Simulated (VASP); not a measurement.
# Si2N (I4/mmm) in VASP: reference runs

How does Si2N come out in PBE? The cell is run as given and disturbed.

All numbers are computed with VASP 6.6.1; they aren't measurements. Logs are shortened: lines on timing, memory, paths and dates and some standing lists are left out, and cuts for length are marked.

## Step 1: The structure

Symmetry: I4/mmm, No. 139, tetragonal system. The conventional cell has a = 4.091 Å, b = 4.091 Å, c = 4.797 Å, α = 90.00°, β = 90.00°, γ = 90.00°. Si (site symmetry -4m2) is surrounded by 4 N at 2.37 Å and 2 Si at 2.40 Å. N (site symmetry 4/mmm) is surrounded by 8 Si at 2.37 Å.

The cell was built by a generator and needn't be a form met in nature.

## Step 2: Single point, PBE

Contents of INCAR:

```
PREC     = Accurate       # precision mode
ENCUT    = 520            # plane-wave cutoff, eV
EDIFF    = 1E-7           # SCF threshold, eV
ISMEAR   = -1             # smearing method
SIGMA    = 0.05           # smearing width, eV
LREAL    = False          # projectors in reciprocal space
LASPH    = True           # aspherical terms in the spheres
NELM     = 60             # most SCF steps
ALGO     = Normal         # electronic algorithm
ISIF     = 2              # what is computed and relaxed
LWAVE    = False          # write WAVECAR
LCHARG   = True           # write CHGCAR
GGA      = PE             # functional
LELF     = True           # ELF
LVHAR    = True         
NBANDS   = 14             # bands
```

Contents of KPOINTS:

```
Automatic mesh
0
Gamma
  9 9 9
```

Contents of POSCAR:

```
Si2N
1.0
   -2.0455600000      2.0455600000      2.3983700000
    2.0455600000     -2.0455600000      2.3983700000
    2.0455600000      2.0455600000     -2.3983700000
Si N
2 1
Direct
    0.7500000000      0.2500000000      0.5000000000
    0.2500000000      0.7500000000      0.5000000000
    0.0000000000      0.0000000000      0.0000000000
```

Potentials or basis: VASP PAW PBE potentials, release 64 (Si, N).

Run with:

```
> cat potpaw_PBE.64/Si/POTCAR potpaw_PBE.64/N/POTCAR > POTCAR
> mpirun -np 1 vasp_std > vasp.out
```

OUTCAR:

```text
PREC = Accurate
   ENCUT = 520
   EDIFF = 1E-7
   ISMEAR = -1
   LREAL = False
   LASPH = True
   NELM = 60
   ISIF = 2
   GGA = PE

 ion  position               nearest neighbor table
   1  0.750  0.250  0.500-   3 2.37   3 2.37   3 2.37   3 2.37   2 2.40   2 2.40   2 2.89   2 2.89
                             2 2.89   2 2.89
   2  0.250  0.750  0.500-   3 2.37   3 2.37   3 2.37   3 2.37   1 2.40   1 2.40   1 2.89   1 2.89
                             1 2.89   1 2.89
   3  0.000  0.000  0.000-   1 2.37   2 2.37   1 2.37   2 2.37   1 2.37   2 2.37   1 2.37   2 2.37

  LATTYP: Found a body centered tetragonal cell.
 ALAT       =     4.0911200000
 C/A-ratio  =     1.1724759968

  Lattice vectors:

 A1 = (  -2.0455600000,   2.0455600000,   2.3983700000)
 A2 = (   2.0455600000,  -2.0455600000,   2.3983700000)
 A3 = (   2.0455600000,   2.0455600000,  -2.3983700000)

Analysis of symmetry for initial positions (statically):
=====================================================================
 Subroutine PRICEL returns:
 Original cell was already a primitive cell.

 Routine SETGRP: Setting up the symmetry group for a
 body centered tetragonal supercell.

 Subroutine GETGRP returns: Found 16 space group operations
 (whereof 16 operations were pure point group operations)
 out of a pool of 16 trial point group operations.

The static configuration has the point symmetry D_4h.

Analysis of symmetry for dynamics (positions and initial velocities):
=====================================================================
 Subroutine PRICEL returns:
 Original cell was already a primitive cell.

 Routine SETGRP: Setting up the symmetry group for a
 body centered tetragonal supercell.

 Subroutine GETGRP returns: Found 16 space group operations
 (whereof 16 operations were pure point group operations)
 out of a pool of 16 trial point group operations.

The dynamic configuration has the point symmetry D_4h.

 Subroutine INISYM returns: Found 16 space group operations
 (whereof 16 operations are pure point group operations),
 and found     1 'primitive' translations

----------------------------------------------------------------------------------------

                                     Primitive cell

  volume of cell :      40.1421

  direct lattice vectors                    reciprocal lattice vectors
    -2.045560000  2.045560000  2.398370000     0.000000000  0.244431843  0.208474923
     2.045560000 -2.045560000  2.398370000     0.244431843  0.000000000  0.208474923
     2.045560000  2.045560000 -2.398370000     0.244431843  0.244431843  0.000000000

  length of vectors
     3.757766635  3.757766635  3.757766635     0.321261138  0.321261138  0.345678827

  position of ions in fractional coordinates (direct lattice)
     0.750000000  0.250000000  0.500000000
     0.250000000  0.750000000  0.500000000
     0.000000000  0.000000000  0.000000000

  ion indices of the primitive-cell ions
   primitive index   ion index
                 1           1
                 2           2
                 3           3

----------------------------------------------------------------------------------------

 KPOINTS: Automatic mesh

Automatic generation of k-mesh.
 Grid dimensions read from file:
 generate k-points for:    9    9    9

 Generating k-lattice:

  Cartesian coordinates                     Fractional coordinates (reciprocal lattice)
     0.000000000  0.027159094  0.023163880     0.111111111  0.000000000  0.000000000
     0.027159094  0.000000000  0.023163880     0.000000000  0.111111111  0.000000000
     0.027159094  0.027159094  0.000000000     0.000000000  0.000000000  0.111111111

  Length of vectors
     0.035695682  0.035695682  0.038408759

  Shift w.r.t. Gamma in fractional coordinates (k-lattice)
     0.000000000  0.000000000  0.000000000

 Subroutine IBZKPT returns following result:
 ===========================================

 Found     75 irreducible k-points:

 Following reciprocal coordinates:
            Coordinates               Weight
  0.000000  0.000000  0.000000      1.000000
  0.111111 -0.000000  0.000000      8.000000
  0.222222  0.000000 -0.000000      8.000000
  0.333333  0.000000  0.000000      8.000000
  0.444444  0.000000 -0.000000      8.000000
  0.111111  0.111111  0.000000      8.000000
[... 16 lines left out ...]
 -0.333333  0.333333  0.000000      4.000000
  0.444444  0.444444  0.000000      8.000000
 [... further k-points ...]
   k-points           NKPTS =     75   k-points in BZ     NKDIM =     75   number of bands    NBANDS=     14
   number of dos      NEDOS =    301   number of ions     NIONS =      3
   total plane-waves  NPLWV =  21952
   dimension x,y,z NGX =    28 NGY =   28 NGZ =   28
   dimension x,y,z NGXF=    56 NGYF=   56 NGZF=   56
   ions per type =               2   1
   NGX,Y,Z   is equivalent  to a cutoff of  12.39, 12.39, 12.39 a.u.
   NGXF,Y,Z  is equivalent  to a cutoff of  24.77, 24.77, 24.77 a.u.
 SYSTEM =  unknown system
   PREC   = accura    normal or accurate (medium, high low for compatibility)
   ISTART =      0    job   : 0-new  1-cont  2-samecut
   ICHARG =      2    charge: 1-file 2-atom 10-const
   ISPIN  =      1    spin polarized calculation?
   LNONCOLLINEAR =      F non collinear calculations
   LSORBIT =      F    spin-orbit coupling
   LASPH  =      T    aspherical Exc in radial PAW
   ENCUT  =  520.0 eV  38.22 Ry    6.18 a.u.   6.99  6.99  6.99*2*pi/ulx,y,z
   NELM   =     60;   NELMIN=  2; NELMDL= -5     # of ELM steps
   EDIFF  = 0.1E-06   stopping-criterion for ELM
   LREAL  =      F    real-space projection
   EDIFFG = 0.1E-05   stopping-criterion for IOM
   NSW    =      0    number of steps for IOM
   IBRION =     -1    ionic relax: 0-MD 1-quasi-New 2-CG
   NFREE  =      0    steps in history (QN), initial steepest desc. (CG)
   ISIF   =      2    stress and relaxation
   ISYM   =      2    0-nonsym 1-usesym 2-fastsym
   POTIM  = 0.5000    time-step for ionic-motion
   TEBEG  =    0.0;   TEEND  =   0.0 temperature during run
   PSTRESS=    0.0 pullay stress
   NELECT =      13.0000    total number of electrons
   NUPDOWN=      -1.0000    fix difference up-down
   EMIN   =  10.00;   EMAX   =-10.00  energy-range for DOS
   EFERMI =   0.00;   METHOD = LEGACY
   ISMEAR =    -1;   SIGMA  =   0.05  broadening in eV -4-tet -1-fermi 0-gaus
   EFERMI_NEDOS =   21; number of points for ismear=-14 and -15
   IALGO  =     38    algorithm
   IMIX   =      4    mixing-type and parameters
     AMIX     =   0.40;   BMIX     =  1.00
     AMIX_MAG =   1.60;   BMIX_MAG =  1.00
  volume/ion in A,a.u.               =      13.38        90.30
  Fermi-wavevector in a.u.,A,eV,Ry     =   1.124231  2.124489 17.196355  1.263896
  Thomas-Fermi vector in A             =   2.260902
   LORBIT       =      0    0 simple, 1 ext, 2 COOP (PROOUT), +10 PAW based schemes
   GGA     = PE    functional components
   LHFCALC =     F    Hartree Fock is set to
   AEXX    =    0.0000 exact exchange contribution
   IVDW    =     0    specifies the selected vdW correction
   LEPSILON=     F    determine dielectric tensor
   LRPA    =     F    only Hartree local field effects (RPA)
 non-spin polarized calculation
  energy-cutoff  :      520.00
  volume of cell :       40.14
 maximum number of plane-waves:      1100
   NGX = 13   NGY = 13   NGZ = 13

 number of electron      12.9999999 magnetization

 Free energy of the ion-electron system (eV)
  ---------------------------------------------------
  ext. energy  EPLUGINS =         0.00000000
  ---------------------------------------------------
  free energy    TOTEN  =       -15.03578138 eV

  energy without entropy =      -15.02356013  energy(sigma->0) =      -15.02967076

 E-fermi :   8.1178     XC(G=0): -10.8806

 val. band max:        8.0837475309   @ k =  -0.2222  -0.4444   0.1111
 cond. band min:       8.1197070248   @ k =   0.3333   0.1111   0.0000
 fundamental gap:      0.0359594939
 Fermi energy:         8.1177921385

 k-point     1 :       0.0000    0.0000    0.0000
  band No.  band energies     occupation
      1      -8.5887      2.00000
      2       0.8068      2.00000
      3       3.9848      2.00000
      4       3.9848      2.00000
      5       4.7614      2.00000
      6       5.8339      2.00000
      7       8.5149      0.00071
      8       8.5149      0.00071
      9       8.6015      0.00013
     10      11.7974      0.00000
     11      11.7974      0.00000
     12      13.0494      0.00000
     13      14.5638      0.00000
     14      17.6617      0.00000

 k-point     2 :       0.1111   -0.0000    0.0000
  band No.  band energies     occupation
      1      -8.4718      2.00000
      2       0.4401      2.00000
      3       3.8110      2.00000
      4       3.8143      2.00000
      5       4.6195      2.00000
      6       5.8079      2.00000
      7       8.0018      1.82093
      8       8.5637      0.00027
      9      10.0031      0.00000
     10      11.3182      0.00000
     11      11.6834      0.00000
     12      14.2307      0.00000
     13      14.9376      0.00000
     14      17.2376      0.00000

 k-point     3 :       0.2222    0.0000   -0.0000
  band No.  band energies     occupation
      1      -8.1449      2.00000
      2      -0.4102      2.00000
      3       3.0340      2.00000
      4       3.4492      2.00000
      5       4.2617      2.00000
      6       6.4539      2.00000
      7       8.3327      0.02683
      8       8.5478      0.00037
      9      10.3765      0.00000
     10      11.5563      0.00000
     11      12.4434      0.00000
     12      14.7979      0.00000
     13      16.2663      0.00000
     14      17.4211      0.00000
[... 324 lines left out ...]
 k-point    23 :      -0.3333    0.3333    0.0000
  band No.  band energies     occupation
      1      -7.4920      2.00000
      2      -1.8895      2.00000
      3       2.1823      2.00000
      4       3.1593      2.00000
      5       4.9427      2.00000
      6       5.3038      2.00000
      7       8.2284      0.19727
      8       8.3508      0.01875
      9      11.5881      0.00000
     10      13.5599      0.00000
     11      15.0353      0.00000
     12      15.2009      0.00000
     13      15.9121      0.00000
     14      17.5703      0.00000

 k-point    24 :       0.4444    0.4444    0.0000
  band No.  band energies     occupation
      1      -6.9202      2.00000
      2      -2.6521      2.00000
      3       1.2373      2.00000
      4       2.6028      2.00000
      5       4.7769      2.00000
      6       5.7553      2.00000
      7       8.7015      0.00002
      8       9.0683      0.00000
      9      12.1649      0.00000
     10      12.8234      0.00000
     11      14.8199      0.00000
     12      16.4979      0.00000
     13      17.0001      0.00000
     14      20.0379      0.00000

 [... further k-points ...]

------------------------ aborting loop because EDIFF is reached ----------------------------------------

  FORCE on cell =-STRESS in cart. coord.  units (eV):
  Direction    XX          YY          ZZ          XY          YZ          ZX
  --------------------------------------------------------------------------------------
  -------------------------------------------------------------------------------------
  Total       -0.0228937     -0.0228937      0.2199876      0.0000000      0.0000000      0.0000000
  in kB       -0.9137481     -0.9137481      8.7802743      0.0000000      0.0000000      0.0000000
  external PRESSURE =       2.3175927 kB  Pullay stress =       0.0000000 kB

 VOLUME and BASIS-vectors are now :
 -----------------------------------------------------------------------------
  energy-cutoff  :      520.00
  volume of cell :       40.14
      direct lattice vectors                 reciprocal lattice vectors
    -2.045560000  2.045560000  2.398370000     0.000000000  0.244431843  0.208474923
     2.045560000 -2.045560000  2.398370000     0.244431843  0.000000000  0.208474923
     2.045560000  2.045560000 -2.398370000     0.244431843  0.244431843  0.000000000

 POSITION                                       TOTAL-FORCE (eV/Angst)
 -----------------------------------------------------------------------------------
      0.00000      2.04556      1.19918         0.000000      0.000000     -0.000000
      2.04556      0.00000      1.19918        -0.000000     -0.000000     -0.000000
      0.00000      0.00000      0.00000         0.000000      0.000000      0.000000
 -----------------------------------------------------------------------------------
    total drift:                               -0.000000     -0.000000      0.000000

  FREE ENERGIE OF THE ION-ELECTRON SYSTEM (eV)
  ---------------------------------------------------
  free  energy   TOTEN  =       -15.0357813820 eV

  energy  without entropy=      -15.0235601299  energy(sigma->0) =      -15.02967076
```

It took 16 s on 1 thread of Intel Xeon 6975P-C (Granite Rapids), shared host; peak memory 0.17 GiB.

Results:

* Free energy: -15.0358 eV
* Pressure: 0.2 GPa
* Band gap on the k mesh: none (metal or under the smearing width)

## Step 3: Single point, PBE (atoms moved at random, drawn with an rms of 0.05 Å)

Contents of INCAR:

```
PREC = Accurate
ENCUT = 520
EDIFF = 1E-7
ISMEAR = -1
SIGMA = 0.05
LREAL = F
LASPH = T
NELM = 80
ALGO = Normal
ISIF = 2
LWAVE = F
LCHARG = F
GGA = PE
NBANDS = 14
```

KPOINTS is that of step 2.

Contents of POSCAR:

```
Si2N
1.0
   -2.0455600000      2.0455600000      2.3983700000
    2.0455600000     -2.0455600000      2.3983700000
    2.0455600000      2.0455600000     -2.3983700000
Si N
2 1
Direct
    0.7337650000      0.2397500000      0.5010000000
    0.2605880000      0.7504870000      0.5149670000
   -0.0086780000     -0.0056650000      0.0066180000
```

Potentials or basis: VASP PAW PBE potentials, release 64 (Si, N).

Run with:

```
> cat potpaw_PBE.64/Si/POTCAR potpaw_PBE.64/N/POTCAR > POTCAR
> mpirun -np 1 vasp_std > vasp.out
```

OUTCAR:

```text
PREC = Accurate
   ENCUT = 520
   EDIFF = 1E-7
   ISMEAR = -1
   LREAL = F
   LASPH = T
   NELM = 80
   ISIF = 2
   GGA = PE

 ion  position               nearest neighbor table
   1  0.734  0.240  0.501-   2 2.34   3 2.35   3 2.37   3 2.38   3 2.38   2 2.46   2 2.85   2 2.85
                             2 2.93   2 2.94
   2  0.261  0.750  0.515-   3 2.31   1 2.34   3 2.38   3 2.39   3 2.40   1 2.46   1 2.85   1 2.85
                             1 2.93   1 2.94
   3  0.991  0.994  0.007-   2 2.31   1 2.35   1 2.37   1 2.38   1 2.38   2 2.38   2 2.39   2 2.40

  LATTYP: Found a body centered tetragonal cell.
[... 605 lines left out ...]
  Direction    XX          YY          ZZ          XY          YZ          ZX
  --------------------------------------------------------------------------------------
  -------------------------------------------------------------------------------------
  Total        0.0180214     -0.0959038      0.3639185     -0.0046879     -0.0825439     -0.0002267
  in kB        0.7192809     -3.8277696     14.5249302     -0.1871081     -3.2945410     -0.0090466
  external PRESSURE =       3.8054805 kB  Pullay stress =       0.0000000 kB

 VOLUME and BASIS-vectors are now :
 -----------------------------------------------------------------------------
  energy-cutoff  :      520.00
  volume of cell :       40.14
      direct lattice vectors                 reciprocal lattice vectors
    -2.045560000  2.045560000  2.398370000     0.000000000  0.244431843  0.208474923
     2.045560000 -2.045560000  2.398370000     0.244431843  0.000000000  0.208474923
     2.045560000  2.045560000 -2.398370000     0.244431843  0.244431843  0.000000000

 POSITION                                       TOTAL-FORCE (eV/Angst)
 -----------------------------------------------------------------------------------
      0.01429      2.03536      1.13327        -0.029218     -0.097919      0.527910
      2.05551      0.05128      1.18985        -0.044588      0.216896     -0.413271
      0.01970      0.00737      4.74647         0.073805     -0.118978     -0.114639
 -----------------------------------------------------------------------------------
    total drift:                               -0.000031     -0.000035      0.000001

  FREE ENERGIE OF THE ION-ELECTRON SYSTEM (eV)
  ---------------------------------------------------
  free  energy   TOTEN  =       -15.0291423986 eV

  energy  without entropy=      -15.0176486483  energy(sigma->0) =      -15.02339552
```

It took 74 s on 1 thread of Intel Xeon 6975P-C (Granite Rapids), shared host; peak memory 0.28 GiB.

Results:

- Free energy: -15.0291 eV
- Pressure: 0.4 GPa
- Largest force: 0.538 eV/Å
- Band gap on the k mesh: none (metal or under the smearing width)

Forces on the atoms (eV/Å):
```
Si  -0.029 -0.098  0.528
Si  -0.045  0.217 -0.413
N    0.074 -0.119 -0.115
```
